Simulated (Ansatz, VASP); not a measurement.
## Sb: VASP beside Ansatz

```
Sb
1.0
     3.05142    0.00000    0.00000
    -1.52571    2.64261    0.00000
     0.00000    0.00000    2.89283
Sb
1
Direct
  0.00000 0.00000 0.00000
```

Alike in both runs: functional PBE; k mesh 13 × 13 × 12; occupations fermi-dirac, width 0.05 eV; no spin polarisation.

Ansatz relaxed the structure, and its values are those at the end. VASP's run is a single point on that final structure, the one shown.

```csv
,VASP,Ansatz
version,VASP 6.6.1,Ansatz 0.2.0
potentials or method,"VASP PAW PBE potentials, release 64 (Sb)","PAW with Ansatz's default frozen-core files, scalar-relativistic"
plane-wave cutoff (eV),520,420
valence electrons in the cell,5,15
```

```csv
,VASP,Ansatz,Ansatz less VASP
pressure (GPa),21.1,20.9,-0.16
```

The functional is the same, so the differences come from potentials, cutoffs and numerics. The two sets of potentials don't hold the same shells in valence.

Caveats: so large a pressure means that the cell lies far from this level's equilibrium, or that cutoff or potentials fall short (VASP). The runs have no spin-orbit coupling, so splittings on Sb are missing.
